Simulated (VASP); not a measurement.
**ZnS (strained zincblende), r²SCAN single-point calculation: VASP's output and Ansatz's**

POSCAR

```
Zn S
 1.0000000000000000
     0.0299767323000000    2.6971217055999999    2.6971217055999999
     2.6971217055999999    0.0299767323000000    2.6971217055999999
     2.6971217055999999    2.6971217055999999    0.0299767323000000
 Zn  S
   1   1
Cartesian
  0.0056815009818239  0.0056815009818239  0.0056815009818239
  1.3503735348931765  1.3503735348931765  1.3503735348931762
```

VASP ran with the recommended PBE PAW datasets (18 valence electrons in the cell).

From OUTCAR

```
k-points           NKPTS =     65   k-points in BZ     NKDIM =     65   number of bands    NBANDS=     16

   NELECT =      18.0000    total number of electrons

   dimension x,y,z NGX =    28 NGY =   28 NGZ =   28
   dimension x,y,z NGXF=    56 NGYF=   56 NGZF=   56

  energy-cutoff  :      520.00
  volume of cell :       38.59
      direct lattice vectors                 reciprocal lattice vectors
     0.029976732  2.697121706  2.697121706    -0.188502400  0.186430350  0.186430350
     2.697121706  0.029976732  2.697121706     0.186430350 -0.188502400  0.186430350
     2.697121706  2.697121706  0.029976732     0.186430350  0.186430350 -0.188502400

 k-points in reciprocal lattice and weights: KPOINTS created by Atomic Simulation Env
   0.00000000  0.00000000  0.00000000       0.002
   0.12500000  0.00000000  0.00000000       0.012
   0.25000000  0.00000000  0.00000000       0.012
   0.37500000  0.00000000  0.00000000       0.012
   0.50000000  0.00000000  0.00000000       0.006
   0.12500000  0.12500000  0.00000000       0.012
   0.25000000  0.12500000  0.00000000       0.023
   0.37500000  0.12500000  0.00000000       0.023
   ...

 E-fermi :   2.1814

 k-point     1 :       0.0000    0.0000    0.0000
  band No.  band energies     occupation
      1     -11.7946      2.00000
      2      -4.5570      2.00000
      3      -4.5433      2.00000
      4      -4.5433      2.00000
      5      -3.9734      2.00000
      6      -3.9734      2.00000
      7       1.9764      2.00000
      8       2.0755      2.00000
      9       2.0755      2.00000
     10       4.8149      0.00000
     11       8.7845      0.00000
     12       9.0062      0.00000
     13       9.0062      0.00000
     14      14.3731      0.00000
     15      14.3731      0.00000
     16      14.7220      0.00000

 k-point     2 :       0.1250    0.0000    0.0000
  band No.  band energies     occupation
      1     -11.6692      2.00000
      2      -4.5455      2.00000
      3      -4.5293      2.00000
      4      -4.5207      2.00000
      5      -3.9757      2.00000
      6      -3.9747      2.00000
      7       0.9646      2.00000
      8       1.8307      2.00000
      9       1.9175      2.00000
     10       5.5899      0.00000
     11       8.8807      0.00000
     12       9.0956      0.00000
     13       9.2689      0.00000
     14      13.7103      0.00000
     15      13.7725      0.00000
     16      15.5113      0.00000

 k-point     3 :       0.2500    0.0000    0.0000
  band No.  band energies     occupation
      1     -11.3412      2.00000
      2      -4.4965      2.00000
      3      -4.4743      2.00000
      4      -4.4709      2.00000
      5      -3.9737      2.00000
      6      -3.9700      2.00000
      7      -0.8370      2.00000
      8       1.4865      2.00000
      9       1.5728      2.00000
     10       6.0849      0.00000
     11       9.4585      0.00000
     12       9.6093      0.00000
     13       9.6378      0.00000
     14      13.4628      0.00000
     15      13.6389      0.00000
     16      14.8782      0.00000

 k-point     4 :       0.3750    0.0000    0.0000
  band No.  band energies     occupation
      1     -10.9679      2.00000
      2      -4.4340      2.00000
      3      -4.4311      2.00000
      4      -4.2609      2.00000
      5      -3.9569      2.00000
      6      -3.9508      2.00000
      7      -2.4590      2.00000
      8       1.1799      2.00000
      9       1.2649      2.00000
     10       5.9504      0.00000
     11       9.4615      0.00000
     12       9.5235      0.00000
     13      10.9782      0.00000
     14      14.5322      0.00000
     15      14.6760      0.00000
     16      14.9087      0.00000

 k-point     5 :       0.5000    0.0000    0.0000
  band No.  band energies     occupation
      1     -10.7961      2.00000
      2      -4.4191      2.00000
      3      -4.4183      2.00000
      4      -3.9469      2.00000
      5      -3.9375      2.00000
      6      -3.7620      2.00000
      7      -3.4903      2.00000
      8       1.0606      2.00000
      9       1.1451      2.00000
     10       5.8555      0.00000
     11       9.3633      0.00000
     12       9.4132      0.00000
     13      11.5494      0.00000
     14      15.0219      0.00000
     15      16.0050      0.00000
     16      16.3287      0.00000

 k-point     6 :       0.1250    0.1250    0.0000
  band No.  band energies     occupation
      1     -11.6290      2.00000
      2      -4.5690      2.00000
      3      -4.5083      2.00000
      4      -4.5011      2.00000
      5      -3.9912      2.00000
      6      -3.9613      2.00000
      7       1.0112      2.00000
      8       1.5731      2.00000
      9       1.6495      2.00000
     10       5.9613      0.00000
     11       8.1850      0.00000
     12       9.5477      0.00000
     13       9.6677      0.00000
     14      12.6194      0.00000
     15      14.5854      0.00000
     16      16.0799      0.00000

 ...

  Total        0.2701516      0.2701516      0.2701516     -0.1386378     -0.1386378     -0.1386378
  in kB       11.2172790     11.2172790     11.2172790     -5.7565412     -5.7565412     -5.7565412
  external PRESSURE =      11.2172790 kB  Pullay stress =       0.0000000 kB

 POSITION                                       TOTAL-FORCE (eV/Angst)
 -----------------------------------------------------------------------------------
      0.00568      0.00568      0.00568        -0.000072     -0.000072     -0.000072
      1.35037      1.35037      1.35037         0.000072      0.000072      0.000072
 -----------------------------------------------------------------------------------
    total drift:                                0.002722      0.002722      0.002722

  FREE ENERGIE OF THE ION-ELECTRON SYSTEM (eV)
  ---------------------------------------------------
  free  energy   TOTEN  =       -18.8621297637 eV

  energy  without entropy=      -18.8621297637  energy(sigma->0) =      -18.86212976
```

The two codes use different PAW datasets and cutoffs. VASP's cell holds 18 valence electrons and Ansatz's 18. Ansatz's stress includes a Pulay correction; VASP's doesn't.

Question: What does Ansatz give for the same cell and level of theory?

Answer: gap between bands v and c 2.73 eV; least direct gap 2.73 eV; pressure 1.1 GPa.

Ansatz printed

```
SCF 1 converged in 6 iterations: F = -4233.446090 eV  dr2 = 1.59e-8
  greatest PAW one-centre occupation: 0.983 electrons in one spin orbital (limit 2), on the Zn atom at site 0 (counted from 0), in its partial waves of l = 2
NSCF: frozen V_eff on 6 k-points
SCF converged after 6 iterations
Free energy (F): -4233.446090 eV
Harris-Foulkes:  -4233.446090 eV  (|F-HF|=6.18e-9)
Internal energy: -4233.446090 eV  (E = F + TS)
E sigma→0 (E₀):  -4233.446090 eV
Fermi energy:    5.835984 eV
--- Per-component energies (eV) ---
  E_band       = 1.344493
  E_kinetic    = 237.940768
  E_local      = -2031.968682  (includes V_loc(G=0)·N_el)
  E_nonlocal   = 646.467515
  E_hartree    = 852.880534
  E_xc         = -216.023128
  E_vxc        = -148.556610  (∫ρ·V_xc dr)
  E_paw        = -2459.713695  (= ΣΔE_a)
  E_vpaw       = -415.648045  (= ΣTr[D̂ρ^β])
  E_aug_tail   = -0.000053  (compensation charges beyond the density's cutoff)
  E_vtau       = 7.348732  (kinetic-family band-sum trace: ∫τ·v_τ [+ j·A + Jᵃ·Aᵃ] dr)
  E_ewald      = -1262.736964
  E_core_change = -0.292385  (= ΣΔE_core)
  E_smearing   = -0.000000  (= −TS)
  E_closure    = -0.000000  (closes the sum)
  Σ components = -4233.446090   (vs F -4233.446090, Δ=0.00e0)
--- Forces (eV/Å), atoms counted from 1 ---
  atom   1  Zn    -0.00170742    -0.00170742    -0.00170742
  atom   2  S      0.00170796     0.00170796     0.00170796
  max |Σ_I F_I| component: 5.40e-7 eV/Å
--- Stress (GPa, compression-positive) ---
        1.125268      -0.562552      -0.562552
       -0.562552       1.125268      -0.562552
       -0.562552      -0.562552       1.125268
  P = ⅓ Tr σ = 1.1253 GPa (11.253 kbar)
--- Band table (eV; the first three rows and the last of 65) ---
  k-point 0: bands = ["-8.0361", "-0.7939", "-0.7802", "-0.7802", "-0.2181", "-0.2181", "5.7375", "5.8360", "5.8360", "8.5640", "12.5132", "12.7336", "12.7336"]
  k-point 1: bands = ["-7.9104", "-0.7825", "-0.7664", "-0.7577", "-0.2204", "-0.2194", "4.7250", "5.5914", "5.6778", "9.3389", "12.6110", "12.8225", "12.9949"]
  k-point 2: bands = ["-7.5816", "-0.7339", "-0.7118", "-0.7084", "-0.2181", "-0.2145", "2.9233", "5.2468", "5.3327", "9.8345", "13.1859", "13.3348", "13.3675"]
  k-point 64: bands = ["-7.0778", "-0.6514", "-0.6514", "-0.1885", "-0.1885", "-0.0330", "0.2219", "4.9403", "4.9403", "9.7961", "13.2551", "13.2551", "15.2634"]
```
